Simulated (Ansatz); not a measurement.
Te2Mo:

```
Te Mo
1.0
     3.51820    0.00000    0.00000
    -1.75910    3.04685    0.00000
     0.00000    0.00000   13.97360
Te Mo
4 2
Direct
  0.66667 0.33333 0.37900
  0.33333 0.66667 0.87900
  0.66667 0.33333 0.12100
  0.33333 0.66667 0.62100
  0.66667 0.33333 0.75000
  0.33333 0.66667 0.25000
```

Base run:

```yaml
Program: Ansatz 0.2.0
Functional: LDA
Potentials_or_basis: Ansatz PAW
Cutoff: 420 eV
Density_cutoff: 1680 eV
k_mesh: 7 × 7 × 2
Occupations: fermi-dirac, width 0.05 eV
Spin: no spin polarisation
Hubbard_terms: Mo d U = 5 eV
```

Its results: band gap on the k mesh 0.86 eV, indirect (least direct gap 1.14 eV); pressure -3.6 GPa; largest force 0.383 eV/Å.

Question: The run is repeated on the same cell with these changes: hubbard terms from Mo d U = 5 eV to none; hubbard projectors from ortho-atomic (the default) to none. What comes out?

Answer: Band gap on the k mesh 0.82 eV, indirect (least direct gap 1.24 eV); pressure -3.0 GPa; largest force 0.293 eV/Å.

Caveats: odd divisions of the mesh miss points on the zone boundary, where band edges often lie, so the gap on the mesh can be too wide; spin-orbit coupling is left out, which moves the levels of the heavy elements; the PAW data sets come from PBE, with cores solved anew for the run's functional, which leaves a small shift of forces and pressure; the density of states is complete only up to the lowest level of the last band computed; the U is typed as a test and isn't derived for this compound (some runs).

A k mesh can miss the band edges.

Not every run made on this cell is shown here.
